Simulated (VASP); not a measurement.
# BeS: band structure with TPSS

BeS:

```xyz
2
Lattice="0.0000 2.4250 2.4250 2.4250 0.0000 2.4250 2.4250 2.4250 0.0000" Properties=species:S:1:pos:R:3 pbc="T T T"
S     3.6375    3.6375    3.6375
Be    0.0000    0.0000    0.0000
```

* Program: VASP 6.6.1
* Task: band structure
* Functional: TPSS
* Potentials or basis: VASP PAW PBE potentials, release 64 (S, Be)
* Cutoff: 520 eV
* k mesh: 9 × 9 × 9
* Occupations: fermi-dirac, width 0.05 eV
* Spin: no spin polarisation
* Further INCAR settings: ALGO = Normal; EDIFF = 1e-06; NBANDS = 11

| Property | Result |
| --- | --- |
| Pressure | 2.1 GPa |
| Band gap on the k mesh | 3.30 eV, indirect (least direct gap 5.89 eV) |
| Band gap along the path | 3.20 eV, indirect (least direct gap 5.84 eV) |

Levels at the corners of the path, in eV from the valence-band top:
```csv
point,band 2,band 3,band 4,band 5,band 6,band 7
Γ,0.00,0.00,0.00,6.03,6.03,6.03
X,-5.08,-2.64,-2.64,3.20,5.11,13.33
X,-5.08,-2.64,-2.64,3.20,5.11,13.33
W,-4.30,-3.90,-3.37,6.55,8.33,8.85
W,-4.30,-3.90,-3.37,6.55,8.33,8.85
K,-4.61,-4.13,-2.19,4.50,7.74,11.00
K,-4.61,-4.13,-2.19,4.50,7.74,11.00
Γ,0.00,0.00,0.00,6.03,6.03,6.03
Γ,0.00,0.00,0.00,6.03,6.03,6.03
L,-5.87,-1.02,-1.02,5.75,6.87,6.87
L,-5.87,-1.02,-1.02,5.75,6.87,6.87
U,-4.61,-4.13,-2.19,4.50,7.74,11.00
U,-4.61,-4.13,-2.19,4.50,7.74,11.00
W,-4.30,-3.90,-3.37,6.55,8.33,8.85
W,-4.30,-3.90,-3.37,6.55,8.33,8.85
L,-5.87,-1.02,-1.02,5.75,6.87,6.87
L,-5.87,-1.02,-1.02,5.75,6.87,6.87
K,-4.61,-4.13,-2.19,4.50,7.74,11.00
U,-4.61,-4.13,-2.19,4.50,7.74,11.00
X,-5.08,-2.64,-2.64,3.20,5.11,13.33
```

Run time: 2.2 min on 1 thread of Intel(R) Xeon(R) Platinum 8488C (Sapphire Rapids) (shared host), peak memory 0.16 GiB.

Caveat: the PAW data sets were made with another functional, which shifts forces and pressure a little; the mesh misses the band edges, which the band path finds closer together. TPSS opens gaps a little over a GGA but as a rule still falls short of measured ones.
